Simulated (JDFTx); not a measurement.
# PbS: single point with LDA

Crystal: PbS.

```
Pb S
1.0
     2.07995   -5.99130    0.00000
     2.07995    5.99130    0.00000
     0.00000    0.00000    4.27932
Pb S
2 2
Direct
  0.13056 0.86944 0.25000
  0.86944 0.13056 0.75000
  0.35480 0.64520 0.25000
  0.64520 0.35480 0.75000
```

Measurements of this composition are mostly on another form, of space group No. 225.

```json
{
  "Program": "JDFTx 1.7.0 (patched build)",
  "Task": "single point",
  "Functional": "LDA",
  "Potentials or basis": "PseudoDojo-SR-LDA-0.4.1-standard",
  "Cutoff": "762 eV",
  "Density cutoff": "6095 eV",
  "k mesh": "6 × 6 × 5",
  "Occupations": "fermi-dirac, width 0.05 eV",
  "Spin": "no spin polarisation"
}
```

```json
{
  "Pressure": "-3.4 GPa",
  "Largest force": "0.088 eV/Å",
  "Band gap on the k mesh": "1.01 eV, indirect (least direct gap 1.10 eV)",
  "Loewdin charges": "Pb +0.44; S -0.39 e"
}
```

Forces on the atoms (eV/Å):
```
Pb   0.000 -0.088  0.000
Pb   0.000  0.088  0.000
S    0.000  0.019  0.000
S    0.000 -0.019  0.000
```

Stress tensor (GPa, compression positive):
```
-3.58  0.00  0.00
 0.00 -2.89  0.00
 0.00  0.00 -3.81
```

Levels at points of the mesh, in eV from the valence-band top:
| k point | band 16 | band 17 | band 18 | band 19 | band 20 | band 21 | band 22 | band 23 | band 24 | band 25 |
| --- | --- | --- | --- | --- | --- | --- | --- | --- | --- | --- |
| (0.00, 0.00, 0.00) | -2.95 | -2.38 | -1.64 | -1.45 | -0.47 | 4.55 | 4.61 | 4.75 | 5.45 | 5.66 |
| (0.00, 0.50, 0.00) | -2.03 | -1.32 | -1.14 | -0.40 | -0.39 | 1.65 | 1.74 | 2.10 | 2.85 | 3.03 |
| (0.50, 0.50, 0.00) | -2.62 | -1.95 | -1.86 | -1.28 | -0.46 | 1.01 | 4.34 | 4.72 | 4.82 | 5.39 |

Wall time 7.6 min on 1 thread of Arm Neoverse V1 (shared host), peak memory 0.39 GiB.

Caveat: spin-orbit coupling is left out, which as a rule narrows the gap of such compounds by several tenths of an eV; an odd mesh through Γ misses points on the zone boundary, where band edges often lie.
